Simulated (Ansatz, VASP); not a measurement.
Two plane-wave programs on AlN

```
Al N
1.0
     0.53236    2.48001    2.48001
     2.48001    0.53236    2.48001
     2.48001    2.48001    0.53236
Al N
1 1
Direct
  0.00000 0.00000 0.00000
  0.75000 0.75000 0.75000
```

Alike in both runs: task single point; functional PBEsol; k mesh 10 × 10 × 10; occupations gaussian, width 0.05 eV; no spin polarisation.

|  | VASP | Ansatz |
| --- | --- | --- |
| version | VASP 6.6.1 | Ansatz 0.2.0 |
| potentials or method | VASP PAW PBE potentials, release 64 (Al, N) | scalar-relativistic, plane waves, PAW |
| plane-wave cutoff (eV) | 520 | 420 |
| valence electrons in the cell | 8 | 8 |

Ansatz gave:

| Quantity | Value |
| --- | --- |
| gap on the k mesh at the Fermi level (eV) | none |
| pressure (GPa) | 27.5 |
| largest component of the traceless stress (GPa) | 40.24 |
| rms of the force components (eV/Å) | 0.069 |

Problem. Which values does VASP return?

Solution. gap on the k mesh at the Fermi level (eV): none; pressure (GPa): 28.0; largest component of the traceless stress (GPa): 40.62; rms of the force components (eV/Å): 0.096.

Atom by atom the forces differ by 0.027 eV/Å (rms over components). A gap of «none» marks a metal or a gap that the smearing closes.

Caveats: so large a pressure means that the cell lies far from this level's equilibrium, or that cutoff or potentials fall short (VASP); the potentials were made for another functional, which shifts forces and pressure (VASP).
